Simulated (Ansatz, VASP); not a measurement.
## Co: VASP beside Ansatz

```
Co
1.0
     2.47200    0.00000    0.00000
    -1.23600    2.14081    0.00000
     0.00000    0.00000    4.02114
Co
2
Direct
  0.66667 0.33333 0.75000
  0.33333 0.66667 0.25000
```

Alike in both runs: task single point; functional PBEsol; k mesh 12 × 12 × 7; occupations gaussian, width 0.02 eV; collinear spin, ferromagnetic start.

|  | VASP | Ansatz |
| --- | --- | --- |
| version | VASP 6.6.1 | Ansatz 0.2.0 |
| potentials or method | VASP PAW PBE potentials, release 64 (Co) | Ansatz PAW |
| plane-wave cutoff (eV) | 520 | 420 |
| valence electrons in the cell | 18 | 34 |

Ansatz gave:

```
gap on the k mesh at the Fermi level (eV)                     : none
pressure (GPa)                                                : -5.8
largest component of the traceless stress (GPa)               : 2.20
net moment per atom (μB)                                      : 1.60
size of the moment on the site where the two differ most (μB) : 1.67
```

Which values does VASP return?

gap on the k mesh at the Fermi level (eV): none; pressure (GPa): -6.6; largest component of the traceless stress (GPa): 2.03; net moment per atom (μB): 1.59; size of the moment on the site where the two differ most (μB): 1.60.

Site moments also hang on the region over which each program counts them. A gap of «none» marks a metal or a gap that the smearing closes. With one functional, cell and mesh, what is left measures potentials, basis and numerics. The two sets of potentials don't hold the same shells in valence.

Caveats: the PAW data sets were made with another functional, which shifts forces and pressure a little (VASP); the PAW data sets come from PBE, with cores solved anew for the run's functional, which leaves a small shift of forces and pressure (Ansatz).
